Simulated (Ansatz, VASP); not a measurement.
**KZnF3 in VASP and in Ansatz**

```
K Zn F
1.0
     4.12756    0.00000    0.00000
     0.00000    4.12756    0.00000
     0.00000    0.00000    4.12756
K Zn F
1 1 3
Direct
  0.00000 0.00000 0.00000
  0.50000 0.50000 0.50000
  0.50000 0.50000 0.00000
  0.00000 0.50000 0.50000
  0.50000 0.00000 0.50000
```

Alike in both runs: functional PBE; k mesh 6 × 6 × 6; occupations gaussian, width 0.02 eV; no spin polarisation.

Ansatz relaxed the structure, and its values are those at the end. VASP's run is a single point on that final structure, the one shown.

|  | VASP | Ansatz |
| --- | --- | --- |
| version | VASP 6.6.1 | Ansatz 0.2.0 |
| potentials or method | VASP PAW PBE potentials, release 64 (K_sv, Zn, F) | scalar-relativistic, plane waves, PAW |
| plane-wave cutoff (eV) | 520 | 420 |
| valence electrons in the cell | 42 | 42 |

VASP gave:

```
gap on the k mesh at the Fermi level (eV) : 3.65
least direct gap on the mesh (eV)         : 5.19
pressure (GPa)                            : 0.2
```

Q: Estimate Ansatz's values.

A: gap on the k mesh at the Fermi level (eV): 3.71; least direct gap on the mesh (eV): 5.22; pressure (GPa): 0.0.

With one functional, cell and mesh, what is left measures potentials, basis and numerics.

A k mesh can miss the band edges. A hybrid or GW would open this gap; PBE tends to underestimate it.
